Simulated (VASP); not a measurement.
# Sc3Al5N8 (Cm) in VASP: relaxation of cell and atoms with PBE

Aim: the relaxation of cell and atoms of Sc3Al5N8 with PBE.

Everything below comes from runs of VASP 6.6.1. Logs are shortened: lines on timing, memory, paths and dates and some standing lists are left out, and cuts for length are marked.

### 1 The structure

The structure is monoclinic, space group Cm (No. 8). Conventional cell: a = 11.432 Å, b = 6.600 Å, c = 5.040 Å, α = 90.00°, β = 90.00°, γ = 90.00°. Al (site symmetry m) is surrounded by 4 N at 1.93 to 2.00 Å. Al (site symmetry 1) has 4 N at 1.93 to 2.00 Å as nearest neighbours. Al (site symmetry m) has 4 N at 1.93 to 2.00 Å as nearest neighbours. Around Al (site symmetry m) lie 4 N at 1.93 to 2.00 Å. Sc (site symmetry m) is surrounded by 4 N at 1.93 to 2.00 Å. Sc (site symmetry 1) is surrounded by 4 N at 1.93 to 2.00 Å. N (site symmetry m) has 3 Sc at 1.93 to 2.00 Å and 1 Al at 2.00 Å as nearest neighbours. N (site symmetry m) has 3 Al at 1.93 to 2.00 Å and 1 Sc at 2.00 Å as nearest neighbours.

The cell was built by a generator and needn't be a form met in nature.

### 2 Relaxation of cell and atoms, PBE

INCAR

```
SYSTEM = Sc3Al5N8
ALGO = Normal
EDIFF = 1E-7
EDIFFG = -0.02
ENCUT = 600
GGA = PE
IBRION = 2
ISIF = 3
ISMEAR = 0
LASPH = .True.
LCHARG = .False.
LREAL = .False.
LWAVE = .False.
NELM = 100
NSW = 40
PREC = Accurate
SIGMA = 0.05
```

KPOINTS

```
k-points
0
Gamma
  4 4 5
  0 0 0
```

POSCAR

```
Sc3Al5N8
1.0
    6.6000000000      0.0000000000      0.0000000000
   -3.3000000000      5.7157676650      0.0000000000
    0.0000000000      0.0000000000      5.0400000000
Al Sc N
5 3 8
Direct
    0.3333333333      0.1666666667      0.5000000000
    0.1666666667      0.8333333333      0.0000000000
    0.6666666667      0.3333333333      0.0000000000
    0.6666666667      0.8333333333      0.0000000000
    0.8333333333      0.6666666667      0.5000000000
    0.1666666667      0.3333333333      0.0000000000
    0.3333333333      0.6666666667      0.5000000000
    0.8333333333      0.1666666667      0.5000000000
    0.1666666667      0.3333333333      0.3820000000
    0.3333333333      0.1666666667      0.8820000000
    0.1666666667      0.8333333333      0.3820000000
    0.3333333333      0.6666666667      0.8820000000
    0.6666666667      0.3333333333      0.3820000000
    0.8333333333      0.1666666667      0.8820000000
    0.6666666667      0.8333333333      0.3820000000
    0.8333333333      0.6666666667      0.8820000000
```

Potentials or basis: VASP PAW PBE potentials, release 64 (Al, Sc_sv, N).

On the command line:

```
cat potpaw_PBE.64/Al/POTCAR potpaw_PBE.64/Sc_sv/POTCAR potpaw_PBE.64/N/POTCAR > POTCAR
mpirun -np 1 vasp_std > vasp.out
```

OUTCAR:

```text
SYSTEM = Sc3Al5N8
   EDIFF = 1E-7
   EDIFFG = -0.02
   ENCUT = 600
   GGA = PE
   IBRION = 2
   ISIF = 3
   ISMEAR = 0
   LASPH = .True.
   LREAL = .False.
   NELM = 100
   NSW = 40
   PREC = Accurate

 ion  position               nearest neighbor table
   1  0.333  0.167  0.500-  10 1.93   9 2.00  13 2.00  11 2.00   6 3.16   6 3.16   3 3.16   3 3.16
                             2 3.16   2 3.16   8 3.30   8 3.30   7 3.30   7 3.30   5 3.30   5 3.30
   2  0.167  0.833  0.000-  11 1.93  12 2.00  16 2.00  10 2.00   7 3.16   7 3.16   5 3.16   5 3.16
                             1 3.16   1 3.16   4 3.30   4 3.30   6 3.30   6 3.30   3 3.30   3 3.30
   3  0.667  0.333  0.000-  13 1.93  14 2.00  10 2.00  16 2.00   8 3.16   8 3.16   1 3.16   1 3.16
                             5 3.16   5 3.16   6 3.30   6 3.30   4 3.30   4 3.30   2 3.30   2 3.30
   4  0.667  0.833  0.000-  15 1.93  16 2.00  12 2.00  14 2.00   5 3.16   5 3.16   7 3.16   7 3.16
                             8 3.16   8 3.16   2 3.30   2 3.30   3 3.30   3 3.30   6 3.30   6 3.30
   5  0.833  0.667  0.500-  16 1.93  15 2.00  11 2.00  13 2.00   4 3.16   4 3.16   2 3.16   2 3.16
                             3 3.16   3 3.16   7 3.30   7 3.30   1 3.30   8 3.30   8 3.30   1 3.30
   6  0.167  0.333  0.000-   9 1.93  10 2.00  14 2.00  12 2.00   1 3.16   1 3.16   8 3.16   8 3.16
                             7 3.16   7 3.16   3 3.30   3 3.30   2 3.30   2 3.30   4 3.30   4 3.30
   7  0.333  0.667  0.500-  12 1.93  11 2.00  15 2.00   9 2.00   2 3.16   2 3.16   4 3.16   4 3.16
                             6 3.16   6 3.16   5 3.30   5 3.30   1 3.30   1 3.30   8 3.30   8 3.30
   8  0.833  0.167  0.500-  14 1.93  13 2.00   9 2.00  15 2.00   3 3.16   3 3.16   6 3.16   6 3.16
                             4 3.16   4 3.16   1 3.30   1 3.30   5 3.30   5 3.30   7 3.30   7 3.30
   9  0.167  0.333  0.382-   6 1.93   1 2.00   8 2.00   7 2.00
  10  0.333  0.167  0.882-   1 1.93   6 2.00   3 2.00   2 2.00
  11  0.167  0.833  0.382-   2 1.93   7 2.00   5 2.00   1 2.00
  12  0.333  0.667  0.882-   7 1.93   2 2.00   4 2.00   6 2.00
  13  0.667  0.333  0.382-   3 1.93   8 2.00   1 2.00   5 2.00
  14  0.833  0.167  0.882-   8 1.93   3 2.00   6 2.00   4 2.00
  15  0.667  0.833  0.382-   4 1.93   5 2.00   7 2.00   8 2.00
  16  0.833  0.667  0.882-   5 1.93   4 2.00   2 2.00   3 2.00

  LATTYP: Found a hexagonal cell.
 ALAT       =     6.6000000000
 C/A-ratio  =     0.7636363636

  Lattice vectors:

 A1 = (   6.6000000000,   0.0000000000,   0.0000000000)
 A2 = (  -3.3000000000,   5.7157676650,   0.0000000000)
 A3 = (   0.0000000000,   0.0000000000,   5.0400000000)

Analysis of symmetry for initial positions (statically):
=====================================================================
 Subroutine PRICEL returns:
 Original cell was already a primitive cell.

 Routine SETGRP: Setting up the symmetry group for a
 hexagonal supercell.

 Subroutine GETGRP returns: Found  2 space group operations
 (whereof  1 operations were pure point group operations)
 out of a pool of 24 trial point group operations.

The static configuration has the point symmetry C_1 .
 The point group associated with its full space group is C_1h.

Analysis of symmetry for dynamics (positions and initial velocities):
=====================================================================
 Subroutine PRICEL returns:
 Original cell was already a primitive cell.

 Routine SETGRP: Setting up the symmetry group for a
 hexagonal supercell.

 Subroutine GETGRP returns: Found  2 space group operations
 (whereof  1 operations were pure point group operations)
 out of a pool of 24 trial point group operations.

The dynamic configuration has the point symmetry C_1 .
 The point group associated with its full space group is C_1h.

 Subroutine INISYM returns: Found  2 space group operations
 (whereof  1 operations are pure point group operations),
 and found     1 'primitive' translations

----------------------------------------------------------------------------------------

                                     Primitive cell

  volume of cell :     190.1293

  direct lattice vectors                    reciprocal lattice vectors
     6.600000000  0.000000000  0.000000000     0.151515152  0.087477314  0.000000000
    -3.300000000  5.715767665  0.000000000     0.000000000  0.174954627  0.000000000
     0.000000000  0.000000000  5.040000000     0.000000000  0.000000000  0.198412698

  length of vectors
     6.600000000  6.600000000  5.040000000     0.174954627  0.174954627  0.198412698

  position of ions in fractional coordinates (direct lattice)
     0.333333333  0.166666667  0.500000000
     0.166666667  0.833333333  0.000000000
     0.666666667  0.333333333  0.000000000
[... 84 lines left out ...]
  0.500000  0.500000  0.400000      2.000000
 [... further k-points ...]
   k-points           NKPTS =     27   k-points in BZ     NKDIM =     27   number of bands    NBANDS=     53
   number of dos      NEDOS =    301   number of ions     NIONS =     16
   total plane-waves  NPLWV = 116640
   dimension x,y,z NGX =    54 NGY =   54 NGZ =   40
   dimension x,y,z NGXF=   108 NGYF=  108 NGZF=   80
   ions per type =               5   3   8
   NGX,Y,Z   is equivalent  to a cutoff of  13.60, 13.60, 13.19 a.u.
   NGXF,Y,Z  is equivalent  to a cutoff of  27.20, 27.20, 26.39 a.u.
 SYSTEM =  Sc3Al5N8
   PREC   = accura    normal or accurate (medium, high low for compatibility)
   ISTART =      0    job   : 0-new  1-cont  2-samecut
   ICHARG =      2    charge: 1-file 2-atom 10-const
   ISPIN  =      1    spin polarized calculation?
   LNONCOLLINEAR =      F non collinear calculations
   LSORBIT =      F    spin-orbit coupling
   LASPH  =      T    aspherical Exc in radial PAW
   ENCUT  =  600.0 eV  44.10 Ry    6.64 a.u.  13.18 13.18 10.07*2*pi/ulx,y,z
   NELM   =    100;   NELMIN=  2; NELMDL= -5     # of ELM steps
   EDIFF  = 0.1E-06   stopping-criterion for ELM
   LREAL  =      F    real-space projection
   EDIFFG = -.2E-01   stopping-criterion for IOM
   NSW    =     40    number of steps for IOM
   IBRION =      2    ionic relax: 0-MD 1-quasi-New 2-CG
   NFREE  =      1    steps in history (QN), initial steepest desc. (CG)
   ISIF   =      3    stress and relaxation
   ISYM   =      2    0-nonsym 1-usesym 2-fastsym
   POTIM  = 0.5000    time-step for ionic-motion
   TEBEG  =    0.0;   TEEND  =   0.0 temperature during run
   PSTRESS=    0.0 pullay stress
   NELECT =      88.0000    total number of electrons
   NUPDOWN=      -1.0000    fix difference up-down
   EMIN   =  10.00;   EMAX   =-10.00  energy-range for DOS
   EFERMI =   0.00;   METHOD = LEGACY
   ISMEAR =     0;   SIGMA  =   0.05  broadening in eV -4-tet -1-fermi 0-gaus
   EFERMI_NEDOS =   21; number of points for ismear=-14 and -15
   IALGO  =     38    algorithm
   IMIX   =      4    mixing-type and parameters
     AMIX     =   0.40;   BMIX     =  1.00
     AMIX_MAG =   1.60;   BMIX_MAG =  1.00
  volume/ion in A,a.u.               =      11.88        80.19
  Fermi-wavevector in a.u.,A,eV,Ry     =   1.266347  2.393049 21.818773  1.603635
  Thomas-Fermi vector in A             =   2.399552
   LORBIT       =      0    0 simple, 1 ext, 2 COOP (PROOUT), +10 PAW based schemes
   GGA     = PE    functional components
   LHFCALC =     F    Hartree Fock is set to
   AEXX    =    0.0000 exact exchange contribution
   IVDW    =     0    specifies the selected vdW correction
   LEPSILON=     F    determine dielectric tensor
   LRPA    =     F    only Hartree local field effects (RPA)
 conjugate gradient relaxation of ions
 non-spin polarized calculation
 Gauss-broadening in eV      SIGMA  =   0.05
  energy-cutoff  :      600.00
  volume of cell :      190.13
 maximum number of plane-waves:      6375
 NGX is ok and might be reduce to    54
   NGX = 27   NGY = 27   NGZ = 21

--------------------------------------- Ionic step        1  -------------------------------------------

 number of electron      88.0000003 magnetization

 Free energy of the ion-electron system (eV)
  ---------------------------------------------------
  ext. energy  EPLUGINS =         0.00000000
  ---------------------------------------------------
  free energy    TOTEN  =      -125.25621613 eV

  energy without entropy =     -125.25621613  energy(sigma->0) =     -125.25621613

------------------------ aborting loop because EDIFF is reached ----------------------------------------

  FORCE on cell =-STRESS in cart. coord.  units (eV):
  Direction    XX          YY          ZZ          XY          YZ          ZX
  --------------------------------------------------------------------------------------
  -------------------------------------------------------------------------------------
  Total        2.8224731      2.4656738     14.5698268     -0.3089973     -0.0503208      0.0871585
  in kB       23.7843538     20.7776850    122.7766932     -2.6038515     -0.4240422      0.7344656
  external PRESSURE =      55.7795773 kB  Pullay stress =       0.0000000 kB
[... 131 lines left out ...]
  FREE ENERGIE OF THE ION-ELECTRON SYSTEM (eV)
  ---------------------------------------------------
  free  energy   TOTEN  =      -126.7996897798 eV

  energy  without entropy=     -126.7996897798  energy(sigma->0) =     -126.79968978

[... ionic steps 4 to 13 ...]

--------------------------------------- Ionic step       14  -------------------------------------------

 number of electron      88.0000012 magnetization

------------------------ aborting loop because EDIFF is reached ----------------------------------------
[... 95 lines left out ...]
--------------------------------------- Ionic step       16  -------------------------------------------

 number of electron      88.0000012 magnetization

 Free energy of the ion-electron system (eV)
  ---------------------------------------------------
  ext. energy  EPLUGINS =         0.00000000
  ---------------------------------------------------
  free energy    TOTEN  =      -127.13797065 eV

  energy without entropy =     -127.13797065  energy(sigma->0) =     -127.13797065

 E-fermi :   4.8612     XC(G=0): -10.7206

 val. band max:        4.6021247453   @ k =   0.0000   0.0000   0.4000
 cond. band min:       7.8486402372   @ k =   0.2500   0.2500   0.0000
 fundamental gap:      3.2465154919
 Fermi energy:         4.8611681399

 k-point     1 :       0.0000    0.0000    0.0000
  band No.  band energies     occupation
      1     -42.5152      2.00000
      2     -42.4286      2.00000
      3     -42.4086      2.00000
      4     -21.4159      2.00000
      5     -21.3562      2.00000
      6     -21.2891      2.00000
[... 1333 lines left out ...]
     52       9.8537      0.00000
     53       9.9633      0.00000

 [... further k-points ...]

------------------------ aborting loop because EDIFF is reached ----------------------------------------

  FORCE on cell =-STRESS in cart. coord.  units (eV):
  Direction    XX          YY          ZZ          XY          YZ          ZX
  --------------------------------------------------------------------------------------
  -------------------------------------------------------------------------------------
  Total        0.0512571      0.0340428      0.0668943     -0.0149080     -0.0204562      0.0354305
  in kB        0.4299320      0.2855427      0.5610928     -0.1250448     -0.1715820      0.2971821
  external PRESSURE =       0.4255225 kB  Pullay stress =       0.0000000 kB
[... 31 lines left out ...]
  FREE ENERGIE OF THE ION-ELECTRON SYSTEM (eV)
  ---------------------------------------------------
  free  energy   TOTEN  =      -127.1379706486 eV

  energy  without entropy=     -127.1379706486  energy(sigma->0) =     -127.13797065

 reached required accuracy - stopping structural energy minimisation
```

Run time: 82 min. Hardware: 1 thread of Intel Xeon Platinum 8259CL at 2.50GHz (Skylake/Cascade Lake), shared host; peak memory 0.53 GiB.

What came out:

```yaml
Free_energy: -127.1380 eV
Relaxed_volume: 11.94 Å³/atom
Relaxed_cell: a = 6.646 Å, b = 6.646 Å, c = 5.039 Å, α = 90.20°, β = 89.80°, γ = 120.88°
Space_group_after_relaxing_to_0.05_Å: Cm (No. 8)
Energy_gained_by_relaxing: 117.6 meV/atom
Ionic_steps: 16
Pressure_after_relaxing: 0.0 GPa
Largest_force_after_relaxing: 0.016 eV/Å
Band_gap_on_the_k_mesh: 3.25 eV, indirect (least direct gap 3.34 eV)
```

Forces in eV/Å, atoms in the order of the input:
```
Al   0.001  0.000 -0.008
Al  -0.002 -0.001  0.005
Al   0.000  0.002  0.005
Al  -0.002  0.001  0.003
Al   0.004 -0.003  0.004
Sc   0.010 -0.006 -0.010
Sc  -0.005  0.001 -0.005
Sc  -0.003  0.004 -0.005
N    0.009 -0.005 -0.002
N    0.005 -0.003  0.001
N   -0.011 -0.008  0.004
N   -0.003 -0.005 -0.002
N    0.001  0.013  0.004
N    0.003  0.005 -0.002
N   -0.013  0.008 -0.004
N    0.005 -0.003  0.011
```

The path:
| step | energy change (eV) | largest force (eV/Å) | pressure (GPa) | volume (Å³) |
| --- | --- | --- | --- | --- |
| 1 | 0.0000 | 3.8433 | 5.58 | 190.13 |
| 2 | -1.4036 | 0.9327 | -7.14 | 201.66 |
| 3 | -1.5435 | 0.7957 | -4.89 | 198.68 |
| 4 | -1.8152 | 0.5672 | 1.55 | 190.09 |
| 5 | -1.8198 | 0.4477 | 0.73 | 191.04 |
| 6 | -1.8555 | 0.3115 | -0.05 | 191.62 |
| 7 | -1.8555 | 0.3111 | -0.04 | 191.62 |
| 8 | -1.8699 | 0.1688 | -0.26 | 191.69 |
| 9 | -1.8724 | 0.1622 | -0.39 | 191.74 |
| 10 | -1.8788 | 0.0819 | 0.23 | 190.94 |
| 11 | -1.8789 | 0.0879 | 0.32 | 190.83 |
| 12 | -1.8808 | 0.0636 | -0.13 | 191.25 |
| 13 | -1.8808 | 0.0617 | -0.11 | 191.23 |
| 14 | -1.8814 | 0.0270 | -0.02 | 191.10 |
| 15 | -1.8814 | 0.0294 | 0.00 | 191.07 |
| 16 | -1.8818 | 0.0155 | 0.04 | 191.01 |

Final structure:
```
Al Sc N
1.0
     6.64593   -0.05090    0.01135
    -3.36704    5.73009   -0.01135
     0.00894   -0.00516    5.03858
Al Sc N
5 3 8
Direct
  0.33546 0.16454 0.49659
  0.16571 0.83594 0.99652
  0.66406 0.33429 0.99652
  0.66971 0.83029 0.99959
  0.83186 0.66814 0.49346
  0.17336 0.32664 0.98865
  0.33472 0.67531 0.48720
  0.82469 0.16528 0.48720
  0.17636 0.32364 0.41187
  0.34739 0.15261 0.87298
  0.15341 0.84515 0.37445
  0.34141 0.68487 0.91203
  0.65485 0.34659 0.37445
  0.81513 0.15859 0.91203
  0.67822 0.82178 0.37489
  0.83365 0.66635 0.87757
```

Levels at points of the mesh, in eV from the valence-band top:
| k point | band 40 | band 41 | band 42 | band 43 | band 44 | band 45 | band 46 | band 47 | band 48 | band 49 |
| --- | --- | --- | --- | --- | --- | --- | --- | --- | --- | --- |
| (0.00, 0.00, 0.00) | -0.59 | -0.51 | -0.32 | -0.08 | -0.06 | 3.41 | 3.61 | 3.68 | 3.96 | 3.98 |
| (0.50, 0.00, 0.00) | -0.44 | -0.43 | -0.33 | -0.25 | -0.15 | 3.34 | 3.69 | 3.80 | 4.14 | 4.39 |
| (0.50, 0.50, 0.00) | -0.46 | -0.37 | -0.26 | -0.15 | -0.10 | 3.57 | 3.60 | 3.98 | 4.30 | 4.47 |

Caveat: an odd mesh through Γ misses points on the zone boundary, where band edges often lie.
